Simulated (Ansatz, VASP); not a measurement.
## Two plane-wave programs on C

The input POSCAR:

```
C
1.0
    0.0000000000      1.6751774835      2.0102129802
    1.6751774835      0.0000000000      2.0102129802
    1.6751774835      1.6751774835      0.0000000000
C
2
Direct
    0.5000000000      0.5000000000      0.5000000000
    0.7500000000      0.7500000000      0.7500000000
```

Contents of INCAR.step1:

```
SYSTEM = C
PREC = Accurate ; ENCUT = 520
ISMEAR = 0 ; SIGMA = 0.05
LREAL = .FALSE. ; LASPH = .TRUE.
NELM = 60 ; NBANDS = 11
GGA = PE ; ALGO = Normal
EDIFF = 1E-4 ; LWAVE = .TRUE.
LCHARG = .FALSE.
```

The input INCAR.step2:

```
SYSTEM = C
PREC = Accurate ; ENCUT = 520
EDIFF = 1E-7 ; ISMEAR = 0
SIGMA = 0.05 ; LREAL = .FALSE.
LASPH = .TRUE. ; NELM = 60
ALGO = Normal ; ISIF = 2
LWAVE = .FALSE. ; LCHARG = .FALSE.
METAGGA = R2SCAN ; LMIXTAU = .TRUE.
NBANDS = 11 ; ISTART = 1
```

File KPOINTS:

```
regular mesh
0
G
  12 12 12
  0 0 0
```

Input for Ansatz:

```yaml
crystal:
  lattice:
    - [0.0, 1.6751774835, 2.0102129802]
    - [1.6751774835, 0.0, 2.0102129802]
    - [1.6751774835, 1.6751774835, 0.0]
  atoms:
    - { symbol: C, position: [0.5, 0.5, 0.5] }
    - { symbol: C, position: [0.75, 0.75, 0.75] }
basis:
  ecutwfc: 500
kpoints:
  mp_grid: { grid: [12, 12, 12] }
hamiltonian:
  xc: r2scan
scf:
  occupations: { method: gaussian, width: 0.05 }
output:
  forces: true
  stress: true
  eigenvalues: true
```

Alike in both runs: task single point; functional r2SCAN; k mesh 12 × 12 × 12; occupations gaussian, width 0.05 eV; no spin polarisation.

```csv
,VASP,Ansatz
version,VASP 6.6.1,Ansatz 0.2.0
potentials or method,"VASP PAW PBE potentials, release 64 (C)","scalar-relativistic, plane waves, PAW"
plane-wave cutoff (eV),520,500
valence electrons in the cell,8,8
```

VASP gave:

```
gap on the k mesh at the Fermi level (eV)       : 1.97
least direct gap on the mesh (eV)               : 4.20
pressure (GPa)                                  : 2.9
largest component of the traceless stress (GPa) : 141.25
```

Estimate Ansatz's values.

gap on the k mesh at the Fermi level (eV): 2.00; least direct gap on the mesh (eV): 4.24; pressure (GPa): 1.9; largest component of the traceless stress (GPa): 141.51.

The functional is the same, so the differences come from potentials, cutoffs and numerics.

Caveats: the PAW data sets were made with another functional, which shifts forces and pressure a little (VASP).
